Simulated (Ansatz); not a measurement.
Calculation for InP (rocksalt type): DFT, PBE, all-electron LAPW, scalar-relativistic (Ansatz 0.2.0). This run: rocksalt relaxed under pressure.

The cell comes from a relaxation on PAW files under the same functional, begun from a prototype that needn't be the stable phase.

Command: `ansatz run input.yaml --threads 1 --pin off --max-ram 3584MiB --backend cpu --events-out ev --progress --plain --runs-dir out` It took 25 s on 1 thread of Arm Neoverse V1 (shared host), peak memory 0.42 GiB.

```yaml
crystal:
  lattice:
    - [0.0, 2.7035707745, 2.7035707745]
    - [2.7035707745, 0.0, 2.7035707745]
    - [2.7035707745, 2.7035707745, 0.0]
  atoms:
    - { symbol: In, position: [0.0, 0.0, 0.0] }
    - { symbol: P, position: [0.5, 0.5, 0.5] }
kpoints:
  mp_grid: { grid: [13, 13, 13] }
scf:
  occupations: { method: fermi_dirac, width: 0.08 }
hamiltonian:
  xc: pbe
  pseudopotentials: { kind: all_electron, lapw: { basis_error: 0.0005 } }
output:
  forces: true
  stress: true
  eigenvalues: true
relax:
  f_tol: 0.005
  max_steps: 12
  cell: { p_target: 6.4, stress_tol: 0.03 }
```

Output:

```
The last accepted step is kept in <dir> (removed where the run ends without a failure and the disk answers)
LAPW: plane waves up to 8.007 Å⁻¹, error target 5.0e-4 eV per atom; small_component_spin mean_spin; P in spheres of 1.144 Å, 13 of its electrons in bands, Dirac shells []; In in spheres of 1.478 Å, 21 of its electrons in bands, Dirac shells [] (how accurate: hamiltonian.pseudopotentials.lapw.basis_error, Limitations)
Engine: ansatz 0.2.0
Pseudopotentials: kind: all_electron
Pseudopotential: In, LAPW, valence charge 21, lapw/all_electron/scalar/gaussian/In, Koelling and Harmon's equation, gaussian nucleus
Pseudopotential: P, LAPW, valence charge 13, lapw/all_electron/scalar/gaussian/P, Koelling and Harmon's equation, gaussian nucleus
Functional definition: PBE
  parameter kappa = 0.804
  parameter beta = 0.06672455060314922
  exchange = pbe_x(kappa = kappa, mu = beta*pi^2/3)
  correlation = pbe_c(beta = beta)
Crystal: 2 atoms, lattice volume = 39.522 Å³
Basis set: ecut = 244.24111727737926 eV, 331 PW (Γ), exchange–correlation at level 2
Bands: 21, of which v1, the nominal top of the filled ones, is band 17 counted from 1 (16 counted from 0)
Symmetry: 48 space group operations
Space group: Fm-3m (ITA 225), of the structure as read, at distance tolerance 3.4e-5 Å
k-points: 84 of 2197
Non-local potential: In, projectors of the file, none
Non-local potential: P, projectors of the file, none
Initial density: superposition of atomic densities (chi_scale 0.1, normalization cell, long waves kept (reshape's long-wave potential 0.00 eV rms))
Initial wavefunctions: plane waves of lowest kinetic energy (no species holds an atomic orbital)
Functional: x = pbe(κ = 0.804, μ = 0.2195149727645171), c = pbe(β = 0.06672455060314922)
iter 1 solved again at ethr=2.48e-3 eV; its pass at ethr=1.00e-1 eV (dr2=8.42e-1 eV) is discarded
SCF iter   1: F=—  HF=-169355.230500 eV  |F-HF|=—  |Δ(HF+E_count)|=         —  Δρ=3.38e-2  dr2=8.43e-1  ethr=2.48e-3  ⟨swp⟩=2.0  Hψ=11741  notcnv=0
preconditioner: auto → Kerker (q_TF=auto, 2.661 Å⁻¹)  [metal: Δε(μ)=0.030 eV  Ē_g=14.440 eV  σ=0.080 eV  W_gap=0.09  n_scr=14 (ndim 8)  ℏωp=25.1 eV  f_vac=0.000  D(μ)=0.79/eV (n_scr^D=0)]
SCF iter   2: F=—  HF=-169354.945916 eV  |F-HF|=—  |Δ(HF+E_count)|=   2.85e-1  Δρ=1.75e-2  dr2=2.22e-1  ethr=2.48e-3  ⟨swp⟩=2.0  Hψ=5209  notcnv=0
SCF iter   3: F=—  HF=-169354.904260 eV  |F-HF|=—  |Δ(HF+E_count)|=   4.17e-2  Δρ=9.32e-3  dr2=6.32e-2  ethr=6.53e-4  ⟨swp⟩=2.0  Hψ=5174  notcnv=0
iter 4 solved again at ethr=1.41e-5 eV; its pass at ethr=1.86e-4 eV (dr2=4.80e-3 eV) is discarded
SCF iter   4: F=—  HF=-169354.897496 eV  |F-HF|=—  |Δ(HF+E_count)|=         —  Δρ=2.83e-3  dr2=4.79e-3  ethr=1.41e-5  ⟨swp⟩=2.0  Hψ=8739  notcnv=0
the basis was enlarged: its passes take 40.6 KiB over the memory plan, 1 of 1 planned eigensolver slots
SCF iter   5: F=—  HF=-169354.897624 eV  |F-HF|=—  |Δ(HF+E_count)|=   1.27e-4  Δρ=6.08e-4  dr2=1.17e-4  ethr=1.41e-5  ⟨swp⟩=2.0  Hψ=4906  notcnv=0
SCF iter   6: F=—  HF=-169354.897709 eV  |F-HF|=—  |Δ(HF+E_count)|=   8.59e-5  Δρ=2.56e-4  dr2=2.52e-5  ethr=3.44e-7  ⟨swp⟩=3.0  Hψ=5074  notcnv=0
SCF iter   7: F=—  HF=-169354.897727 eV  |F-HF|=—  |Δ(HF+E_count)|=   1.74e-5  Δρ=4.82e-5  dr2=8.57e-7  ethr=7.41e-8  ⟨swp⟩=3.0  Hψ=5181  notcnv=0
SCF iter   8: F=-169354.897728 eV  HF=-169354.897728 eV  |F-HF|=2.70e-8  |Δ(HF+E_count)|=   7.17e-7  Δρ=1.20e-5  dr2=7.99e-8  ethr=2.52e-9  ⟨swp⟩=3.0  Hψ=5212  notcnv=0
SCF 1 converged in 8 iterations: F = -169354.897728 eV  dr2 = 7.99e-8
relax step   1: F+E_penalty+E_count = -169354.89772753 eV  Δ(F+E_penalty+E_count) = +0.000e0 eV  max|allowed force component| = 1.064e-30 eV/Å  Δτ_max = 0.0000 Å  P = +6.401 GPa  Ω = 39.522 Å³  (8 SCF iters, accepted)
Initial density: handed on by an earlier stage of this run
Initial wavefunctions: those handed on with the density
iter 1 solved again at ethr=1.84e-10 eV; its pass at ethr=1.00e-1 eV (dr2=6.27e-8 eV) is discarded
SCF iter   1: F=—  HF=-169354.897728 eV  |F-HF|=—  |Δ(HF+E_count)|=         —  Δρ=1.09e-5  dr2=6.27e-8  ethr=1.84e-10  ⟨swp⟩=4.1  Hψ=8752  notcnv=0
preconditioner: auto → Kerker (q_TF=auto, 2.661 Å⁻¹)  [metal: Δε(μ)=0.068 eV  Ē_g=15.087 eV  σ=0.080 eV  W_gap=0.21  n_scr=14 (ndim 8)  ℏωp=25.1 eV  f_vac=0.003  D(μ)=0.96/eV (n_scr^D=8)]
SCF iter   2: F=-169354.897728 eV  HF=-169354.897728 eV  |F-HF|=6.11e-9  |Δ(HF+E_count)|=   2.46e-8  Δρ=7.41e-6  dr2=2.78e-8  ethr=1.84e-10  ⟨swp⟩=2.0  Hψ=4892  notcnv=0
SCF 2 converged in 2 iterations: F = -169354.897728 eV  dr2 = 2.78e-8
relax step   2: F+E_penalty+E_count = -169354.89772756 eV  Δ(F+E_penalty+E_count) = -2.765e-8 eV  max|allowed force component| = 1.224e-30 eV/Å  Δτ_max = 0.0000 Å  P = +6.400 GPa  Ω = 39.522 Å³  stress off target by 1.40e-4 GPa  SCF on the basis re-selected at this cell (its energy is not comparable with the rows above)  (2 SCF iters)
basis re-selected at this cell: Δ(F+E_penalty+E_count) = -2.765e-8 eV, ΔP = -0.001 GPa vs the last step (what re-selecting the basis moved, after the strain that the cell walked since its last selection, with what the two solves' SCF thresholds leave and, on support functions, any second-order correction that the steps lacked; it is no measure of the basis error at this ecutwfc). This SCF's stress stands 1.40e-4 GPa from its target on what of the cell is left free (relax.cell.stress_tol is 3.00e-2 GPa) and its largest allowed force component is 1.22e-30 eV/Å (relax.f_tol is 5.00e-3 eV/Å): within both
SCF converged after 2 iterations
Free energy (F): -169354.897728 eV
Harris-Foulkes:  -169354.897728 eV  (|F-HF|=6.11e-9)
Internal energy: -169354.877656 eV  (E = F + TS)
E sigma→0 (E₀):  -169354.887692 eV
Entropy (-TS):   -0.020071 eV (-10.036 meV/atom)
Fermi energy:    12.943191 eV
--- Per-component energies (eV) ---
  E_band       = -1459.766704
  E_kinetic    = 177332.819361
  E_xc         = -4985.903121
  E_electrostatic = -341701.793895  (all electrons and nuclei)
  E_smearing   = -0.020071  (= −TS)
  E_closure    = 0.000000  (closes the sum)
  E_atoms      = -169347.050426  (free atoms, spherical and without spin; not in F)
  Σ components = -169354.897728   (vs F -169354.897728, Δ=0.00e0)
  Basis errors (estimates in eV, not in F): energy 1.9e-4 per atom: plane waves 1.7e-4 (9.5e-5 summed), levels above the bands 1.2e-40, relativity 9.5e-9, radial functions 1.7e-5, core shells 2.5e-8; eigenvalues (radial functions only) 4.0e-7; not estimated: angular momenta, meshes, grids; target (lapw.basis_error) 5.0e-4; muffin-tin radii P 1.144 Å, In 1.478 Å
--- Forces (eV/Å), atoms counted from 1 ---
  atom   1  In    -0.00000000    -0.00000000     0.00000000
  atom   2  P      0.00000000    -0.00000000     0.00000000
  max |Σ_I F_I| component: 1.50e-30 eV/Å
--- Stress (GPa, compression-positive) ---
        6.400140       0.000000       0.000000
        0.000000       6.400140      -0.000000
        0.000000      -0.000000       6.400140
  P = ⅓ Tr σ = 6.4001 GPa (64.001 kbar)
--- Band table (eV; the first three rows and the last of 84) ---
  k-point 0: bands = ["-154.8906", "-105.3699", "-105.3699", "-105.3699", "-102.2321", "-60.7205", "-60.7205", "-60.7205", "-1.3907", "-1.3907", "-1.3663", "-1.3663", "-1.3663", "0.3684", "12.5976", "12.5976", "12.5976", "14.0627", "20.0282", "20.0282", "20.0282"]
  k-point 1: bands = ["-154.8906", "-105.3699", "-105.3699", "-105.3699", "-102.2321", "-60.7205", "-60.7205", "-60.7205", "-1.3941", "-1.3941", "-1.3666", "-1.3615", "-1.3615", "0.4484", "11.7784", "12.6118", "12.6118", "14.7574", "19.5416", "20.0024", "20.0024"]
  k-point 2: bands = ["-154.8906", "-105.3699", "-105.3699", "-105.3699", "-102.2321", "-60.7206", "-60.7205", "-60.7205", "-1.4062", "-1.4062", "-1.3684", "-1.3459", "-1.3459", "0.6865", "10.4651", "12.6576", "12.6576", "15.6177", "18.9158", "19.3244", "19.3244"]
  k-point 83: bands = ["-154.8906", "-105.3699", "-105.3699", "-105.3699", "-102.2321", "-60.7211", "-60.7210", "-60.7208", "-1.6835", "-1.3986", "-1.3501", "-1.3236", "-1.2256", "4.0012", "7.7546", "8.8787", "8.9254", "15.4606", "17.7449", "19.3474", "20.2169"]
--- Relaxed structure (1 steps of the walk, 1 accepted, 1 SCFs on fresh bases) ---
  F+E_penalty+E_count = -169354.89772756 eV   max|allowed force component| = 1.224e-30 eV/Å   (the final SCF, on the basis selected at the relaxed cell)
  cell:  # Å, volume = 39.5224 Å³
    - [0.0, 2.7035707745, 2.7035707745]
    - [2.7035707745, 0.0, 2.7035707745]
    - [2.7035707745, 2.7035707745, 0.0]
  atoms:
    - { symbol: In, position: [0.0, 0.0, 0.0] }
    - { symbol: P, position: [0.5, 0.5, 0.5] }
```

Next run (CsCl relaxed under pressure), as changes to the input before:

```diff
   lattice:
-    - [0.0, 2.7035707745, 2.7035707745]
-    - [2.7035707745, 0.0, 2.7035707745]
-    - [2.7035707745, 2.7035707745, 0.0]
+    - [3.3548737375, 0.0, 0.0]
+    - [0.0, 3.3548737375, 0.0]
+    - [0.0, 0.0, 3.3548737375]
   atoms:
```

Results part of the output:

```
basis re-selected at this cell: Δ(F+E_penalty+E_count) = -1.455e-10 eV, ΔP = -0.000 GPa vs the last step (what re-selecting the basis moved, after the strain that the cell walked since its last selection, with what the two solves' SCF thresholds leave and, on support functions, any second-order correction that the steps lacked; it is no measure of the basis error at this ecutwfc). This SCF's stress stands 4.16e-3 GPa from its target on what of the cell is left free (relax.cell.stress_tol is 3.00e-2 GPa) and its largest allowed force component is 1.20e-30 eV/Å (relax.f_tol is 5.00e-3 eV/Å): within both
SCF converged after 2 iterations
Free energy (F): -169354.179246 eV
Harris-Foulkes:  -169354.179246 eV  (|F-HF|=6.98e-10)
Internal energy: -169354.155725 eV  (E = F + TS)
E sigma→0 (E₀):  -169354.167486 eV
Entropy (-TS):   -0.023521 eV (-11.760 meV/atom)
Fermi energy:    14.129452 eV
--- Per-component energies (eV) ---
  E_band       = -1430.640917
  E_kinetic    = 177332.133707
  E_xc         = -4985.174636
  E_electrostatic = -341701.114796  (all electrons and nuclei)
  E_smearing   = -0.023521  (= −TS)
  E_closure    = 0.000000  (closes the sum)
  E_atoms      = -169347.050426  (free atoms, spherical and without spin; not in F)
  Σ components = -169354.179246   (vs F -169354.179246, Δ=0.00e0)
  Basis errors (estimates in eV, not in F): energy 1.5e-4 per atom: plane waves 1.4e-4 (7.2e-5 summed), levels above the bands 3.5e-33, relativity 5.6e-9, radial functions 1.6e-5, core shells 2.2e-9; eigenvalues (radial functions only) 5.2e-7; not estimated: angular momenta, meshes, grids; target (lapw.basis_error) 5.0e-4; muffin-tin radii P 1.225 Å, In 1.594 Å
--- Forces (eV/Å), atoms counted from 1 ---
  atom   1  In    -0.00000000    -0.00000000    -0.00000000
  atom   2  P      0.00000000    -0.00000000     0.00000000
  max |Σ_I F_I| component: 1.93e-30 eV/Å
--- Stress (GPa, compression-positive) ---
        6.404162      -0.000000      -0.000000
       -0.000000       6.404162       0.000000
       -0.000000       0.000000       6.404162
  P = ⅓ Tr σ = 6.4042 GPa (64.042 kbar)
--- Band table (eV; the first three rows and the last of 84) ---
  k-point 0: bands = ["-154.4746", "-104.9661", "-104.9661", "-104.9661", "-101.2199", "-59.7081", "-59.7081", "-59.7081", "-0.5674", "-0.5674", "-0.2229", "-0.2229", "-0.2229", "1.0148", "13.0387", "13.1465", "13.1465", "13.1465", "18.7501", "18.7501", "24.9212"]
  k-point 1: bands = ["-154.4746", "-104.9661", "-104.9661", "-104.9661", "-101.2199", "-59.7083", "-59.7080", "-59.7080", "-0.5656", "-0.5523", "-0.2304", "-0.2304", "-0.2221", "1.0861", "11.8797", "13.2201", "13.2201", "14.0260", "18.7935", "19.1618", "24.3313"]
  k-point 2: bands = ["-154.4746", "-104.9661", "-104.9661", "-104.9661", "-101.2199", "-59.7088", "-59.7080", "-59.7080", "-0.5607", "-0.5113", "-0.2512", "-0.2512", "-0.2198", "1.2985", "10.5380", "13.4353", "13.4353", "14.6817", "18.9211", "20.1421", "23.1701"]
  k-point 83: bands = ["-154.4746", "-104.9661", "-104.9661", "-104.9661", "-101.2195", "-59.7111", "-59.7111", "-59.7111", "-0.5325", "-0.5258", "-0.5258", "-0.0872", "-0.0872", "5.7533", "11.2586", "11.5628", "11.5628", "13.1781", "13.8808", "13.8808", "14.9670"]
--- Relaxed structure (1 steps of the walk, 1 accepted, 1 SCFs on fresh bases) ---
  F+E_penalty+E_count = -169354.17924591 eV   max|allowed force component| = 1.204e-30 eV/Å   (the final SCF, on the basis selected at the relaxed cell)
  cell:  # Å, volume = 37.7597 Å³
    - [3.3548737375, 0.0, 0.0]
    - [0.0, 3.3548737375, 0.0]
    - [0.0, 0.0, 3.3548737375]
  atoms:
    - { symbol: In, position: [0.0, 0.0, 0.0] }
    - { symbol: P, position: [0.5, 0.5, 0.5] }
```

Next run (zincblende relaxed under pressure), as changes to the input before:

```diff
   lattice:
-    - [3.3548737375, 0.0, 0.0]
-    - [0.0, 3.3548737375, 0.0]
-    - [0.0, 0.0, 3.3548737375]
+    - [0.0, 2.8939084248, 2.8939084248]
+    - [2.8939084248, 0.0, 2.8939084248]
+    - [2.8939084248, 2.8939084248, 0.0]
   atoms:
-    - { symbol: P, position: [0.5, 0.5, 0.5] }
+    - { symbol: P, position: [0.25, 0.25, 0.25] }
 kpoints:
-  mp_grid: { grid: [13, 13, 13] }
+  mp_grid: { grid: [12, 12, 12] }
 scf:
```

Results part of the output:

```
basis re-selected at this cell: Δ(F+E_penalty+E_count) = -2.852e-9 eV, ΔP = +0.000 GPa vs the last step (what re-selecting the basis moved, after the strain that the cell walked since its last selection, with what the two solves' SCF thresholds leave and, on support functions, any second-order correction that the steps lacked; it is no measure of the basis error at this ecutwfc). This SCF's stress stands 3.15e-3 GPa from its target on what of the cell is left free (relax.cell.stress_tol is 3.00e-2 GPa) and its largest allowed force component is 6.94e-17 eV/Å (relax.f_tol is 5.00e-3 eV/Å): within both
SCF converged after 2 iterations
Free energy (F): -169355.351371 eV
Harris-Foulkes:  -169355.351371 eV  (|F-HF|=3.67e-9)
Internal energy: -169355.351355 eV  (E = F + TS)
E sigma→0 (E₀):  -169355.351363 eV
Entropy (-TS):   -0.000016 eV (-0.008 meV/atom)
Fermi energy:    10.229053 eV
--- Per-component energies (eV) ---
  E_band       = -1566.000131
  E_kinetic    = 177334.639298
  E_xc         = -4985.871550
  E_electrostatic = -341704.119102  (all electrons and nuclei)
  E_smearing   = -0.000016  (= −TS)
  E_closure    = 0.000000  (closes the sum)
  E_atoms      = -169347.050426  (free atoms, spherical and without spin; not in F)
  Σ components = -169355.351371   (vs F -169355.351371, Δ=0.00e0)
  Basis errors (estimates in eV, not in F): energy 2.2e-4 per atom: plane waves 2.0e-4 (1.2e-4 summed), levels above the bands 2.8e-37, relativity 1.5e-8, radial functions 1.8e-5, core shells 3.1e-7; eigenvalues (radial functions only) 2.2e-7; not estimated: angular momenta, meshes, grids; target (lapw.basis_error) 5.0e-4; muffin-tin radii P 1.071 Å, In 1.360 Å
--- Forces (eV/Å), atoms counted from 1 ---
  atom   1  In    -0.00000000     0.00000000    -0.00000000
  atom   2  P      0.00000000    -0.00000000    -0.00000000
  max |Σ_I F_I| component: 1.85e-17 eV/Å
--- Stress (GPa, compression-positive) ---
        6.396847      -0.000000       0.000000
       -0.000000       6.396847       0.000000
        0.000000       0.000000       6.396847
  P = ⅓ Tr σ = 6.3968 GPa (63.968 kbar)
--- Band table (eV; the first three rows and the last of 72) ---
  k-point 0: bands = ["-157.9687", "-108.4426", "-108.4426", "-108.4426", "-105.3433", "-63.8315", "-63.8315", "-63.8315", "-4.6038", "-4.6038", "-4.6038", "-4.4318", "-4.4318", "-2.1138", "9.6679", "9.6679", "9.6679", "10.5867", "13.7568", "13.7568", "13.7568"]
  k-point 1: bands = ["-157.9687", "-108.4426", "-108.4426", "-108.4426", "-105.3433", "-63.8315", "-63.8315", "-63.8315", "-4.6143", "-4.5999", "-4.5999", "-4.4319", "-4.4319", "-2.0286", "8.7788", "9.5737", "9.5737", "11.2020", "13.8037", "13.8971", "13.8971"]
  k-point 2: bands = ["-157.9687", "-108.4426", "-108.4426", "-108.4426", "-105.3433", "-63.8316", "-63.8315", "-63.8315", "-4.6417", "-4.5897", "-4.5897", "-4.4314", "-4.4314", "-1.7806", "7.4664", "9.3442", "9.3442", "11.6077", "14.2154", "14.2154", "14.2219"]
  k-point 71: bands = ["-157.9687", "-108.4426", "-108.4426", "-108.4426", "-105.3433", "-63.8317", "-63.8317", "-63.8316", "-4.7776", "-4.5353", "-4.4953", "-4.4555", "-4.4150", "0.5288", "3.9139", "6.5571", "6.5860", "13.9600", "14.2003", "15.3301", "15.8700"]
--- Relaxed structure (1 steps of the walk, 1 accepted, 1 SCFs on fresh bases) ---
  F+E_penalty+E_count = -169355.35137078 eV   max|allowed force component| = 6.939e-17 eV/Å   (the final SCF, on the basis selected at the relaxed cell)
  cell:  # Å, volume = 48.4713 Å³
    - [0.0, 2.8939084248, 2.8939084248]
    - [2.8939084248, 0.0, 2.8939084248]
    - [2.8939084248, 2.8939084248, 0.0]
  atoms:
    - { symbol: In, position: [0.0, 0.0, 0.0] }
    - { symbol: P, position: [0.24999999999999997, 0.24999999999999997, 0.24999999999999997] }
```
